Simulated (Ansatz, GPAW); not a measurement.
## Ballistic transport through BN in line between two Pb chains, from relaxation to T(E)

Aim: the conductance of BN in line between two Pb chains after relaxation, and whether geometry, basis or functional moves it most.

Program: GPAW 26.7.0 and Ansatz 0.2.0. Level of theory: Ansatz plane waves; relaxation of the junction with the lead ends held; PAW set soft_1, in the first sound run; inputs show where later runs differ. Results are calculated unless marked as measured.

### 1. Starting point

The cell holds 14 atoms: 12 Pb, 1 B and 1 N. Cell: a = 9.000 Å, b = 9.000 Å, c = 37.425 Å, α = 90.0°, β = 90.0°, γ = 90.0°. Regions: left lead, 6 atoms (6 Pb); channel, 2 atoms (1 B and 1 N); right lead, 6 atoms (6 Pb). Vacuum lies along a and b. The structure is stacked along c, and the current runs across the ab planes.

### 2. Relaxing the atoms

Transmission follows bond lengths closely, so the atoms between the held lead ends are relaxed first, from a slightly shaken start that lets symmetry break.

Contents of input.yaml:

```yaml
crystal:
  lattice:
    - [9.0, 0.0, 0.0]
    - [0.0, 9.0, 0.0]
    - [0.0, 0.0, 37.425]
  atoms:
    - { symbol: Pb, position: [0.5, 0.5, 0.038744155] }
    - { symbol: Pb, position: [0.5, 0.5, 0.1162324649] }
    - { symbol: Pb, position: [0.5, 0.5, 0.1937207749] }
    - { symbol: Pb, position: [0.5, 0.5, 0.2712090848] }
    - { symbol: Pb, position: [0.5023183992, 0.4967350861, 0.3474360799] }
    - { symbol: Pb, position: [0.4902500981, 0.4988225595, 0.42718579] }
    - { symbol: B, position: [0.5001102421, 0.5017061468, 0.4857607788] }
    - { symbol: "N", position: [0.4970595138, 0.5088409557, 0.5184393521] }
    - { symbol: Pb, position: [0.5012451769, 0.5091319361, 0.5737227102] }
    - { symbol: Pb, position: [0.5003809817, 0.4982937349, 0.6515707627] }
    - { symbol: Pb, position: [0.5, 0.5, 0.7287909152] }
    - { symbol: Pb, position: [0.5, 0.5, 0.8062792251] }
    - { symbol: Pb, position: [0.5, 0.5, 0.8837675351] }
    - { symbol: Pb, position: [0.5, 0.5, 0.961255845] }
kpoints:
  mp_grid: { grid: [1, 1, 2] }
hamiltonian:
  xc: pbe
  pseudopotentials: { kind: paw, azcp: { folder: soft_1 } }
scf:
  occupations: { method: fermi_dirac, width: 0.1 }
relax:
  f_tol: 0.03
  max_steps: 80
  constraints: [{ sites: [0, 1, 2, 3, 10, 11, 12, 13] }]
```

On the command line:

```sh
ansatz run input.yaml --threads 4 --pin off --max-ram 8192MiB --backend cpu --events-out ev --progress --plain --runs-dir out
```

Numbers of over 12 decimals in the logs are rounded to 6 here.

The program printed:

```text
Engine: ansatz 0.2.0, x86_64-unknown-linux-gnu
Pseudopotentials: kind: paw
Pseudopotential: Pb, paw, valence charge 14, recommended cutoff 420 eV (normal), soft_1/Pb.paw.azcp
Pseudopotential: B, paw, valence charge 3, recommended cutoff 420 eV (normal), soft_1/B.paw.azcp
Pseudopotential: N, paw, valence charge 5, recommended cutoff 420 eV (normal), soft_1/N.paw.azcp
Functional definition: PBE
  parameter kappa = 0.804
  parameter beta = 0.066725
  exchange = pbe_x(kappa = kappa, mu = beta*pi^2/3)
  correlation = pbe_c(beta = beta)
Crystal: 14 atoms, lattice volume = 3031.425 Å³
Basis set: ecut = 420 eV, 59121 PW (Γ), exchange–correlation on 128×128×512 points (8 copies of the dense FFT grid, shifted against one another)
Bands: 106, of which v1, the nominal top of the filled ones, is band 88 counted from 1 (87 counted from 0)
Symmetry: 1 space group operations
Space group: P1 (ITA 1), of the structure as read, at distance tolerance 1.4e-4 Å
k-points: 2
Non-local potential: Pb, projectors of the file, l = 0: 2, l = 1: 2, l = 2: 2, l = 3: 1
Non-local potential: B, projectors of the file, l = 0: 2, l = 1: 2, l = 2: 1
Non-local potential: N, projectors of the file, l = 0: 2, l = 1: 2, l = 2: 1
PAW form: soft (Blöchl's): semilocal exchange-correlation on the pseudo side does not see the compensation charge
PAW one-centre angular grid: Pb, 590 points (default); XC on 64 Gauss nodes
PAW one-centre angular grid: B, 110 points (default); XC on 64 Gauss nodes
PAW one-centre angular grid: N, 110 points (default); XC on 64 Gauss nodes
Initial density: superposition of atomic densities (neutral atoms: chi_scale 0, normalization atom)
Initial wavefunctions: pseudopotential atomic-orbital guess
Functional: x = pbe(κ = 0.804, μ = 0.219515), c = pbe(β = 0.066725)
SCF iter   1: F=—  HF=-143434.800766 eV  |F-HF|=—  |Δ(HF+E_count)|=         —  Δρ=2.13e-2  dr2=3.46e1  ethr=3.10e-3  ⟨swp⟩=6.0  Hψ=906  notcnv=0
preconditioner: auto → LDOS  [metal: Δε(μ)=0.106 eV  Ē_g=3.363 eV  σ=0.100 eV  W_gap=0.26  n_scr=264 (ndim 8)  ℏωp=3.7 eV  f_vac=0.687  D(μ)=17.55/eV (n_scr^D=60)  β→1.0]
SCF iter   2: F=—  HF=-143428.673266 eV  |F-HF|=—  |Δ(HF+E_count)|=    6.13e0  Δρ=8.80e-3  dr2=2.53e0  ethr=3.10e-3  ⟨swp⟩=5.0  Hψ=562  notcnv=0
SCF iter   3: F=—  HF=-143428.572687 eV  |F-HF|=—  |Δ(HF+E_count)|=   1.01e-1  Δρ=3.28e-3  dr2=6.66e-1  ethr=1.44e-3  ⟨swp⟩=3.0  Hψ=474  notcnv=0
SCF iter   4: F=—  HF=-143428.463866 eV  |F-HF|=—  |Δ(HF+E_count)|=   1.09e-1  Δρ=1.35e-3  dr2=1.53e-1  ethr=3.78e-4  ⟨swp⟩=2.5  Hψ=457  notcnv=0
SCF iter   5: F=—  HF=-143428.437419 eV  |F-HF|=—  |Δ(HF+E_count)|=   2.64e-2  Δρ=4.37e-4  dr2=1.99e-2  ethr=8.68e-5  ⟨swp⟩=2.0  Hψ=390  notcnv=0
SCF iter   6: F=—  HF=-143428.435579 eV  |F-HF|=—  |Δ(HF+E_count)|=   1.84e-3  Δρ=1.66e-4  dr2=2.32e-3  ethr=1.13e-5  ⟨swp⟩=2.0  Hψ=430  notcnv=0
SCF iter   7: F=—  HF=-143428.435526 eV  |F-HF|=—  |Δ(HF+E_count)|=   5.25e-5  Δρ=6.75e-5  dr2=2.90e-4  ethr=1.32e-6  ⟨swp⟩=3.0  Hψ=411  notcnv=0
SCF iter   8: F=—  HF=-143428.435508 eV  |F-HF|=—  |Δ(HF+E_count)|=   1.77e-5  Δρ=2.80e-5  dr2=7.48e-5  ethr=1.65e-7  ⟨swp⟩=2.0  Hψ=391  notcnv=0
SCF iter   9: F=-143428.435508 eV  HF=-143428.435512 eV  |F-HF|=3.92e-6  |Δ(HF+E_count)|=   3.45e-6  Δρ=1.08e-5  dr2=8.18e-6  ethr=1.28e-8  ⟨swp⟩=5.0  Hψ=686  notcnv=0
SCF 1 converged in 9 iterations: F = -143428.435508 eV  dr2 = 8.18e-6
  greatest PAW one-centre occupation: 0.980 electrons in one spin orbital (limit 2), on the Pb atom at site 8 (counted from 0), in its partial waves of l = 2
relax step   1: F+E_penalty+E_count = -143428.43550798 eV  Δ(F+E_penalty+E_count) = +0.000e0 eV  max|allowed force component| = 3.510e0 eV/Å  Δτ_max = 0.0000 Å  (9 SCF iters, dr2 threshold 2.25e-5 eV, accepted)
Initial density: handed on by an earlier stage of this run
Initial wavefunctions: those handed on with the density
iter 1 solved again at ethr=2.00e-4 eV; its pass at ethr=3.10e-3 eV (dr2=3.51e-1 eV) is discarded
SCF iter   1: F=—  HF=-143428.769175 eV  |F-HF|=—  |Δ(HF+E_count)|=         —  Δρ=2.67e-3  dr2=3.53e-1  ethr=2.00e-4  ⟨swp⟩=1.0  Hψ=944  notcnv=0
preconditioner: auto → LDOS  [metal: Δε(μ)=0.045 eV  Ē_g=3.880 eV  σ=0.100 eV  W_gap=0.11  n_scr=264 (ndim 8)  ℏωp=4.2 eV  f_vac=0.708  D(μ)=16.92/eV (n_scr^D=58)  β→1.0]
SCF iter   2: F=—  HF=-143428.729375 eV  |F-HF|=—  |Δ(HF+E_count)|=   3.98e-2  Δρ=1.40e-3  dr2=7.58e-2  ethr=2.00e-4  ⟨swp⟩=2.5  Hψ=423  notcnv=0
SCF iter   3: F=—  HF=-143428.716045 eV  |F-HF|=—  |Δ(HF+E_count)|=   1.33e-2  Δρ=3.66e-4  dr2=8.94e-3  ethr=4.31e-5  ⟨swp⟩=2.0  Hψ=422  notcnv=0
SCF iter   4: F=—  HF=-143428.714847 eV  |F-HF|=—  |Δ(HF+E_count)|=   1.20e-3  Δρ=1.04e-4  dr2=7.57e-4  ethr=5.08e-6  ⟨swp⟩=2.0  Hψ=390  notcnv=0
SCF iter   5: F=—  HF=-143428.714864 eV  |F-HF|=—  |Δ(HF+E_count)|=   1.69e-5  Δρ=3.74e-5  dr2=1.48e-4  ethr=4.30e-7  ⟨swp⟩=2.0  Hψ=394  notcnv=0
SCF iter   6: F=-143428.714869 eV  HF=-143428.714874 eV  |F-HF|=5.60e-6  |Δ(HF+E_count)|=   1.02e-5  Δρ=1.06e-5  dr2=1.07e-5  ethr=5.68e-8  ⟨swp⟩=3.5  Hψ=832  notcnv=0
SCF 2 converged in 6 iterations: F = -143428.714869 eV  dr2 = 1.07e-5
relax step   2: F+E_penalty+E_count = -143428.71486868 eV  Δ(F+E_penalty+E_count) = -2.794e-1 eV  max|allowed force component| = 8.701e-1 eV/Å  Δτ_max = 0.1941 Å  (6 SCF iters, dr2 threshold 1.00e-4 eV, accepted)
SCF iter   1: F=—  HF=-143428.890125 eV  |F-HF|=—  |Δ(HF+E_count)|=         —  Δρ=1.45e-3  dr2=1.51e-1  ethr=2.36e-3  ⟨swp⟩=5.0  Hψ=513  notcnv=0
preconditioner: auto → LDOS  [metal: Δε(μ)=0.125 eV  Ē_g=3.859 eV  σ=0.100 eV  W_gap=0.28  n_scr=264 (ndim 8)  ℏωp=4.2 eV  f_vac=0.708  D(μ)=15.64/eV (n_scr^D=38)  β→1.0]
SCF iter   2: F=—  HF=-143428.880936 eV  |F-HF|=—  |Δ(HF+E_count)|=   9.19e-3  Δρ=8.68e-4  dr2=3.88e-2  ethr=8.58e-5  ⟨swp⟩=2.0  Hψ=400  notcnv=0
SCF iter   3: F=—  HF=-143428.875814 eV  |F-HF|=—  |Δ(HF+E_count)|=   5.12e-3  Δρ=2.22e-4  dr2=2.97e-3  ethr=2.20e-5  ⟨swp⟩=2.0  Hψ=388  notcnv=0
SCF iter   4: F=—  HF=-143428.875600 eV  |F-HF|=—  |Δ(HF+E_count)|=   2.14e-4  Δρ=4.88e-5  dr2=1.91e-4  ethr=1.69e-6  ⟨swp⟩=2.0  Hψ=373  notcnv=0
SCF iter   5: F=-143428.875632 eV  HF=-143428.875640 eV  |F-HF|=8.46e-6  |Δ(HF+E_count)|=   4.03e-5  Δρ=2.06e-5  dr2=2.40e-5  ethr=2.69e-8  ⟨swp⟩=4.0  Hψ=949  notcnv=0
SCF 3 converged in 5 iterations: F = -143428.875632 eV  dr2 = 2.40e-5
relax step   3: F+E_penalty+E_count = -143428.87563191 eV  Δ(F+E_penalty+E_count) = -1.608e-1 eV  max|allowed force component| = 5.694e-1 eV/Å  Δτ_max = 0.1950 Å  (5 SCF iters, dr2 threshold 4.73e-5 eV, accepted)
[... from here on, the SCF cycles and remarks between the steps are left out ...]
relax step   4: F+E_penalty+E_count = -143429.05479612 eV  Δ(F+E_penalty+E_count) = -1.792e-1 eV  max|allowed force component| = 4.900e-1 eV/Å  Δτ_max = 0.1950 Å  (6 SCF iters, dr2 threshold 2.03e-5 eV, accepted)
relax step   5: F+E_penalty+E_count = -143429.21122550 eV  Δ(F+E_penalty+E_count) = -1.564e-1 eV  max|allowed force component| = 2.519e-1 eV/Å  Δτ_max = 0.1949 Å  (6 SCF iters, dr2 threshold 1.00e-4 eV, accepted)
relax step   6: F+E_penalty+E_count = -143429.33060232 eV  Δ(F+E_penalty+E_count) = -1.194e-1 eV  max|allowed force component| = 2.488e-1 eV/Å  Δτ_max = 0.1937 Å  (6 SCF iters, dr2 threshold 1.68e-5 eV, accepted)
relax step   7: F+E_penalty+E_count = -143429.39628385 eV  Δ(F+E_penalty+E_count) = -6.568e-2 eV  max|allowed force component| = 2.802e-1 eV/Å  Δτ_max = 0.1975 Å  (6 SCF iters, dr2 threshold 1.64e-5 eV, accepted)
relax step   8: F+E_penalty+E_count = -143429.43701450 eV  Δ(F+E_penalty+E_count) = -4.073e-2 eV  max|allowed force component| = 2.841e-1 eV/Å  Δτ_max = 0.1948 Å  (5 SCF iters, dr2 threshold 7.66e-5 eV, accepted)
relax step   9: F+E_penalty+E_count = -143429.45894420 eV  Δ(F+E_penalty+E_count) = -2.193e-2 eV  max|allowed force component| = 1.433e-1 eV/Å  Δτ_max = 0.2000 Å  (5 SCF iters, dr2 threshold 8.07e-5 eV, accepted)
relax step  10: F+E_penalty+E_count = -143429.46743325 eV  Δ(F+E_penalty+E_count) = -8.489e-3 eV  max|allowed force component| = 8.520e-2 eV/Å  Δτ_max = 0.1520 Å  (6 SCF iters, dr2 threshold 5.22e-6 eV, accepted)
relax step  11: F+E_penalty+E_count = -143429.46728637 eV  Δ(F+E_penalty+E_count) = +1.469e-4 eV  max|allowed force component| = 2.956e-1 eV/Å  Δτ_max = 0.1951 Å  (7 SCF iters, dr2 threshold 1.85e-6 eV, rejected (line search))
relax step  12: F+E_penalty+E_count = -143429.46743429 eV  Δ(F+E_penalty+E_count) = -1.036e-6 eV  max|allowed force component| = 8.478e-2 eV/Å  Δτ_max = 0.0000 Å  (8 SCF iters, accepted)
relax step  13: F+E_penalty+E_count = -143429.46732231 eV  Δ(F+E_penalty+E_count) = +1.120e-4 eV  max|allowed force component| = 2.958e-1 eV/Å  Δτ_max = 0.1951 Å  (7 SCF iters, dr2 threshold 2.54e-6 eV, rejected (line search))
relax step  14: F+E_penalty+E_count = -143429.47059143 eV  Δ(F+E_penalty+E_count) = -3.157e-3 eV  max|allowed force component| = 5.227e-2 eV/Å  Δτ_max = 0.0929 Å  (8 SCF iters, accepted)
relax step  15: F+E_penalty+E_count = -143429.47157271 eV  Δ(F+E_penalty+E_count) = -9.813e-4 eV  max|allowed force component| = 2.063e-2 eV/Å  Δτ_max = 0.0989 Å  (7 SCF iters, dr2 threshold 1.04e-6 eV, accepted)
relax step  16: F+E_penalty+E_count = -143429.47157282 eV  Δ(F+E_penalty+E_count) = -1.084e-7 eV  max|allowed force component| = 2.069e-2 eV/Å  Δτ_max = 0.0000 Å  (3 SCF iters, accepted)
SCF iter   1: F=—  HF=-143429.473810 eV  |F-HF|=—  |Δ(HF+E_count)|=         —  Δρ=5.48e-4  dr2=9.73e-3  ethr=2.92e-5  ⟨swp⟩=3.5  Hψ=524  notcnv=0
preconditioner: auto → LDOS  [metal: Δε(μ)=0.146 eV  Ē_g=3.825 eV  σ=0.100 eV  W_gap=0.34  n_scr=264 (ndim 8)  ℏωp=4.2 eV  f_vac=0.703  D(μ)=15.43/eV (n_scr^D=38)  β→1.0]
SCF iter   2: F=—  HF=-143429.472376 eV  |F-HF|=—  |Δ(HF+E_count)|=   1.43e-3  Δρ=3.48e-4  dr2=4.73e-3  ethr=5.53e-6  ⟨swp⟩=3.0  Hψ=427  notcnv=0
SCF iter   3: F=—  HF=-143429.471190 eV  |F-HF|=—  |Δ(HF+E_count)|=   1.19e-3  Δρ=8.55e-5  dr2=2.77e-4  ethr=2.69e-6  ⟨swp⟩=3.0  Hψ=381  notcnv=0
SCF iter   4: F=—  HF=-143429.471174 eV  |F-HF|=—  |Δ(HF+E_count)|=   1.57e-5  Δρ=2.16e-5  dr2=1.84e-5  ethr=1.57e-7  ⟨swp⟩=3.0  Hψ=405  notcnv=0
SCF iter   5: F=—  HF=-143429.471773 eV  |F-HF|=—  |Δ(HF+E_count)|=   6.00e-4  Δρ=4.91e-6  dr2=1.36e-6  ethr=1.05e-8  ⟨swp⟩=2.0  Hψ=388  notcnv=0
SCF iter   6: F=—  HF=-143429.471774 eV  |F-HF|=—  |Δ(HF+E_count)|=   6.01e-7  Δρ=2.01e-6  dr2=2.08e-7  ethr=7.73e-10  ⟨swp⟩=2.0  Hψ=401  notcnv=0
SCF iter   7: F=-143429.471774 eV  HF=-143429.471774 eV  |F-HF|=1.02e-9  |Δ(HF+E_count)|=   5.72e-8  Δρ=4.85e-7  dr2=1.72e-8  ethr=5.68e-11  ⟨swp⟩=5.0  Hψ=810  notcnv=0
SCF 17 converged in 7 iterations: F = -143429.471774 eV  dr2 = 1.72e-8
relax step  17: F+E_penalty+E_count = -143429.47177414 eV  Δ(F+E_penalty+E_count) = -2.013e-4 eV  max|allowed force component| = 2.771e-2 eV/Å  Δτ_max = 0.0323 Å  (7 SCF iters, accepted)
SCF converged after 7 iterations
Free energy (F): -143429.471774 eV
Harris-Foulkes:  -143429.471774 eV  (|F-HF|=1.02e-9)
Internal energy: -143428.941718 eV  (E = F + TS)
E sigma→0 (E₀):  -143429.206746 eV
Entropy (-TS):   -0.530056 eV (-37.861 meV/atom)
Fermi energy:    -2.184035 eV
--- Per-component energies (eV) ---
  E_band       = -2683.082042
  E_kinetic    = 3675.499709
  E_local      = -34642.719955  (includes V_loc(G=0)·N_el)
  E_nonlocal   = 3708.942652
  E_hartree    = 14789.292722
  E_xc         = -2535.025059
  E_vxc        = -1732.769032  (∫ρ·V_xc dr)
  E_paw        = -124931.277452  (= ΣΔE_a)
  E_vpaw       = -3270.620232  (= ΣTr[D̂ρ^β])
  E_aug_tail   = 0.000793  (compensation charges beyond the density's cutoff)
  E_ewald      = -3493.655128
  E_smearing   = -0.530056  (= −TS)
  E_closure    = 0.000000  (closes the sum)
  Σ components = -143429.471774   (vs F -143429.471774, Δ=0.00e0)
--- Forces (eV/Å), atoms counted from 1 ---
  atom   1  Pb     0.03784869     0.00381842    -0.13110893
  atom   2  Pb    -0.00155239     0.00226099    -0.01199130
  atom   3  Pb     0.01198563    -0.00069256     0.06049310
  atom   4  Pb    -0.03861867    -0.00488092     0.51218151
  atom   5  Pb    -0.00264030    -0.00636180    -0.01846590
  atom   6  Pb    -0.00036011     0.00545569     0.00042124
  atom   7  B     -0.00365303     0.01204037    -0.01859790
  atom   8  N      0.00878649    -0.00820228     0.02771025
  atom   9  Pb     0.00150651    -0.00613618    -0.00650540
  atom  10  Pb    -0.00054357    -0.00370706    -0.00369023
  atom  11  Pb    -0.00223159    -0.00121606    -0.44868376
  atom  12  Pb    -0.01749333    -0.00043131    -0.19281271
  atom  13  Pb     0.01215565     0.00174801     0.17607789
  atom  14  Pb    -0.00519953     0.00634964     0.05493360
  max |Σ_I F_I| component: 4.49e-5 eV/Å
--- Relaxed structure (17 steps of the walk, 15 accepted, 0 SCFs on fresh bases) ---
  F+E_penalty+E_count = -143429.47177414 eV   max|allowed force component| = 2.771e-2 eV/Å
  atoms:
    - { symbol: Pb, position: [0.5, 0.5, 0.038744155] }
    - { symbol: Pb, position: [0.5, 0.5, 0.1162324649] }
    - { symbol: Pb, position: [0.5, 0.5, 0.1937207749] }
    - { symbol: Pb, position: [0.5, 0.5, 0.271209] }
    - { symbol: Pb, position: [0.591809, 0.520287, 0.347129] }
    - { symbol: Pb, position: [0.383647, 0.480116, 0.411809] }
    - { symbol: B, position: [0.494126, 0.506978, 0.469970] }
    - { symbol: N, position: [0.512377, 0.515360, 0.504275] }
    - { symbol: Pb, position: [0.599125, 0.565043, 0.556036] }
    - { symbol: Pb, position: [0.535219, 0.527542, 0.651719] }
    - { symbol: Pb, position: [0.5, 0.5, 0.7287909152] }
    - { symbol: Pb, position: [0.5, 0.5, 0.8062792251] }
    - { symbol: Pb, position: [0.5, 0.5, 0.8837675351] }
    - { symbol: Pb, position: [0.5, 0.5, 0.961256] }
```

It took 2.3 min on 4 threads of Intel Xeon Platinum 8375C at 2.90GHz (Ice Lake), shared host; peak memory 3.6 GiB.

Relaxation path:

```tsv
step	energy less that of the first step (eV)	largest force component (eV/Å)
1	0.0000	3.5105
2	-0.2794	0.8701
3	-0.4401	0.5694
4	-0.6193	0.4900
5	-0.7757	0.2519
6	-0.8951	0.2488
7	-0.9608	0.2802
8	-1.0015	0.2841
9	-1.0234	0.1433
10	-1.0319	0.0852
11	-1.0318	0.2956
12	-1.0319	0.0848
13	-1.0318	0.2958
14	-1.0351	0.0523
15	-1.0361	0.0206
16	-1.0361	0.0207
17	-1.0363	0.0277
```

Relaxation steps 11, 13 were tried and not accepted.

The atoms that moved most (Å):

```tsv
atom	dx	dy	dz	length
Pb9	0.881	0.503	-0.662	1.211
Pb6	-0.959	-0.168	-0.575	1.131
Pb5	0.805	0.212	-0.011	0.833
B7	-0.054	0.047	-0.591	0.595
N8	0.138	0.059	-0.530	0.551
Pb10	0.314	0.263	0.006	0.409
```

This step gave:

```yaml
free_energy: -143429.4718 eV
smearing_term_ts: 0.5301 eV
symmetry_operations: 1
```

The relaxation lowered the energy of the cell by 1.04 eV.

[end of part 1 of 4]

[Logs are printed without paths, hosts, clocks, repeated set-up lines and the standing remarks that a program may print on its own settings, such as how far it seeks lower states.]

[Hosts, paths, dates, database ids (printed as entryN), source tags and the programs' standing remarks are cut or masked in the printed files.]
